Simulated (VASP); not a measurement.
Method: PBE GGA with D3 dispersion (Becke-Johnson damping), VASP's PBE PAW potentials (set 64) (plane waves; VASP).

Input for VASP

File KPOINTS:
```
Automatic mesh
0
Gamma
7 7 7
0 0 0
```

INCAR:
```
LREAL  =  .FALSE.
IVDW  =  12
LMAXMIX  =  4   # l cut-off of mixed one-centre charges
PREC  =  Accurate
SYSTEM  =  CsCl
ISIF  =  2
LCHARG  =  .FALSE.
SIGMA  =  0.05   # width (eV)
ISMEAR  =  0
GGA  =  PE   # PBE
LASPH  =  .TRUE.
EDIFF  =  1E-7   # SCF stop (eV)
NELM  =  100
ALGO  =  Normal
ENCUT  =  520
LWAVE  =  .FALSE.
```

File POSCAR:
```
CsCl
4.1719960
  0.9999999689   0.0000000000   0.0000000000
  0.0000000000   0.9999999689   0.0000000000
  0.0000000000   0.0000000000   0.9999999689
Cs Cl
1 1
Cartesian
  0.0000000000   0.0000000000   0.0000000000
  0.4999999844   0.4999999844   0.4999999844
```

POTCAR, in this order: Cs_sv Cl (PBE.64 set). Program: vasp_std.

What VASP printed:

OSZICAR:
```
       N       E                     dE             d eps       ncg     rms          rms(c)
DAV:   1     0.968981668827E+02    0.96898E+02   -0.69235E+03   480   0.115E+03
DAV:   2     0.203395861328E-01   -0.96878E+02   -0.91026E+02   768   0.185E+02
DAV:   3    -0.689001442846E+01   -0.69104E+01   -0.68860E+01   600   0.568E+01
DAV:   4    -0.696501604649E+01   -0.75002E-01   -0.74960E-01   580   0.714E+00
DAV:   5    -0.696607755343E+01   -0.10615E-02   -0.10613E-02   624   0.856E-01    0.233E+00
DAV:   6    -0.658411717076E+01    0.38196E+00   -0.66062E-01   552   0.457E+00    0.179E+00
DAV:   7    -0.653751327412E+01    0.46604E-01   -0.20612E-01   628   0.253E+00    0.106E+00
DAV:   8    -0.653814982353E+01   -0.63655E-03   -0.15533E-02   572   0.956E-01    0.141E-01
DAV:   9    -0.653858703794E+01   -0.43721E-03   -0.41811E-03   584   0.410E-01    0.123E-01
DAV:  10    -0.653869466478E+01   -0.10763E-03   -0.35478E-04   560   0.151E-01    0.180E-02
DAV:  11    -0.653871115083E+01   -0.16486E-04   -0.42055E-05   612   0.459E-02    0.648E-03
DAV:  12    -0.653871092847E+01    0.22236E-06   -0.11281E-05   584   0.212E-02    0.343E-03
DAV:  13    -0.653871072939E+01    0.19909E-06   -0.43356E-07   596   0.495E-03    0.134E-03
DAV:  14    -0.653871076710E+01   -0.37715E-07   -0.26729E-07   536   0.296E-03
   1 F= -.69401540E+01 E0= -.69401540E+01  d E =-.317555E-11
```

File OUTCAR:
```
------------------------ aborting loop because EDIFF is reached ----------------------------------------
 Edisp (eV)   -0.40144
  FORCE on cell =-STRESS in cart. coord.  units (eV):
  Direction    XX          YY          ZZ          XY          YZ          ZX
  --------------------------------------------------------------------------------------
  Total      -0.19802    -0.19802    -0.19802     0.00000    -0.00000    -0.00000
  in kB      -4.36903    -4.36903    -4.36903     0.00000    -0.00000    -0.00000
  external pressure =       -4.37 kB  Pullay stress =        0.00 kB
  volume of cell :       72.62
      direct lattice vectors                 reciprocal lattice vectors
     4.171995870  0.000000000  0.000000000     0.239693430  0.000000000  0.000000000
     0.000000000  4.171995870  0.000000000     0.000000000  0.239693430  0.000000000
     0.000000000  0.000000000  4.171995870     0.000000000  0.000000000  0.239693430
 POSITION                                       TOTAL-FORCE (eV/Angst)
 -----------------------------------------------------------------------------------
      0.00000      0.00000      0.00000         0.000000      0.000000      0.000000
      2.08600      2.08600      2.08600         0.000000      0.000000      0.000000
 -----------------------------------------------------------------------------------
    total drift:                                0.000000      0.000000     -0.000000
  FREE ENERGIE OF THE ION-ELECTRON SYSTEM (eV)
  ---------------------------------------------------
  free  energy   TOTEN  =        -6.9401539641 eV

  energy  without entropy=       -6.9401539641  energy(sigma->0) =       -6.94015396
```
(Selected blocks of OUTCAR.)

The compound is CsCl in the CsCl type structure. This cell is one point of a volume scan, at 1.03 of the reference volume.
